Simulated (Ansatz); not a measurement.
## AlN under pressure: fit and missing row

AlN, F-43m, a = 4.403 Å. This isn't the usual stable structure of the compound. Ansatz: PBE, PAW, 420 eV, Γ-centred 10×10×10 mesh on 2 atoms, Gaussian smearing 0.02 eV; no spin polarisation. Cell and atoms are relaxed at each pressure, and no other structure is tried; the real crystal is known to change phase within this range, so the rows at high pressure are metastable.

| V (Å³/atom) | P (GPa) |
| --- | --- |
| 9.147 | 40.02 |
| ? | 20.00 |
| 10.175 | 10.05 |
| 10.408 | 5.06 |
| 10.560 | 2.06 |
| 10.671 | 0.00 |
| 10.787 | -2.03 |

**Question.** Take V0 = 10.671 Å³/atom, fit the third-order Birch–Murnaghan form to the other rows, and predict the missing volume.

**Answer.** With the Eulerian strain f = ½[(V0/V)^(2/3) − 1] and y = P/[3f(1 + 2f)^(5/2)], the form is the line y = B0 + 1.5 B0 (B0′ − 4) f. Rows (f, y): 0.05410, 190.7; 0.01612, 192.0; 0.00839, 192.8; 0.00350, 192.8; -0.00359, 191.9. Means f = 0.01570, y = 192.04; Σ(Δf)² = 0.002049, ΣΔfΔy = -0.06360; the slope is their ratio. y = 192.5 − 31.04 f GPa, so B0 = 192.5 GPa and B0′ = 4 + 2 × (-31.04)/(3 × 192.5) = 3.89. P = 20.00 GPa is met at f = 0.03007 (y = 191.57), so V = V0 (1 + 2f)^(−3/2) = 9.776 Å³/atom. The run gave 9.776 Å³/atom, the same to the digits shown.